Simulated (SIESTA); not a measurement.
## BAs: equation of state with PBE

**The experiment to reproduce.**

From “Basic Physical Properties of Cubic Boron Arsenide”, 2019, arxiv:1911.11281, for a bulk crystal of BAs: bulk modulus 148 GPa.

BAs:

```
As B
1.0
     0.00000    2.38850    2.38850
     2.38850    0.00000    2.38850
     2.38850    2.38850    0.00000
As B
1 1
Cartesian
  3.5827 3.5827 3.5827
  0.0000 0.0000 0.0000
```

* Program: SIESTA 5.4.2
* Task: equation of state
* Functional: PBE
* Potentials or basis: PseudoDojo 0.4 standard (PBE files)
* Basis: DZP (energy shift 0.003 Ry; two zetas on semicore shells)
* Grid cutoff: 500 Ry
* Energy shift: 0.003 Ry
* k mesh: 10 × 10 × 10
* Occupations: fermi-dirac, width 0.05 eV
* Spin: no spin polarisation

```json
{
 "Equilibrium volume": "14.15 Å³/atom",
 "Bulk modulus": "115 GPa",
 "Pressure derivative of the bulk modulus": "5.0"
}
```

Energy against volume, from the lowest point:
| volume (Å³/atom) | energy (meV/atom) |
| --- | --- |
| 12.809 | 55.94 |
| 13.081 | 34.13 |
| 13.354 | 18.18 |
| 13.626 | 7.50 |
| 13.899 | 1.78 |
| 14.171 | 0.00 |
| 14.444 | 2.11 |

All runs of the series together: 5.3 min on 1 thread of Intel(R) Xeon(R) Platinum 8488C (Sapphire Rapids), on a shared host.

Measured bulk modulus of BAs: 148 GPa (quoted in “Basic Physical Properties of Cubic Boron Arsenide”, 2019, arxiv:1911.11281). This calculation gives 115 GPa (-22.0 %). The fit is for a static lattice scaled at fixed shape and fixed fractional positions.

Caveat: the basis of atomic orbitals isn't converged, which shifts pressures, moduli and gaps. PBE usually gives volumes a little too large and moduli too small.
